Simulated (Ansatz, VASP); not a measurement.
**Two plane-wave programs on HfN**

File INCAR:

```
SYSTEM = HfN
PREC = Accurate ; ENCUT = 520
EDIFF = 1E-6 ; ISMEAR = 1
SIGMA = 0.1 ; LREAL = .FALSE.
LASPH = .TRUE. ; NELM = 80
ALGO = Normal ; ISIF = 2
LWAVE = .FALSE. ; LCHARG = .FALSE.
GGA = CA ; NBANDS = 14
```

File KPOINTS:

```
Automatic mesh
0
G
  10 10 10
  0 0 0
```

POSCAR

```
HfN
1.0
    0.0000000000      2.4328024911      2.4328024911
    2.4328024911      0.0000000000      2.4328024911
    2.4328024911      2.4328024911      0.0000000000
Hf N
1 1
Direct
    0.0000000000      0.0000000000      0.0000000000
    0.7500000000      0.7500000000      0.7500000000
```

Input for Ansatz:

```yaml
crystal:
  lattice:
    - [0.0, 2.4328024910892188, 2.4328024910892188]
    - [2.4328024910892188, 0.0, 2.4328024910892188]
    - [2.4328024910892188, 2.4328024910892188, 0.0]
  atoms:
    - { symbol: Hf, position: [0.0, 0.0, 0.0] }
    - { symbol: "N", position: [0.75, 0.75, 0.75] }
basis:
  ecutwfc: 500.0
kpoints:
  mp_grid:
    grid: [10, 10, 10]
hamiltonian:
  xc: lda
  pseudopotentials:
    kind: paw
scf:
  occupations:
    method: methfessel_paxton
output:
  stress: true
```

The cell comes from a database or a generator and needn't be the stable form of this composition.

Alike in both runs: task single point; functional LDA; k mesh 10 × 10 × 10; no spin polarisation.

|  | VASP | Ansatz |
| --- | --- | --- |
| version | VASP 6.6.1 | Ansatz 0.2.0 |
| potentials or method | VASP PAW LDA potentials, release 64 (Hf_pv, N) | plane waves, PAW |
| plane-wave cutoff (eV) | 520 | 500 |
| occupations | methfessel-paxton of order 1, width 0.1 eV | methfessel-paxton of order 1 |
| valence electrons in the cell | 15 | 31 |

```csv
,VASP,Ansatz,Ansatz less VASP
pressure (GPa),-4.9,-4.7,+0.21
```

The two sets of potentials don't hold the same shells in valence.

The runs have no spin-orbit coupling, so splittings on Hf are missing.
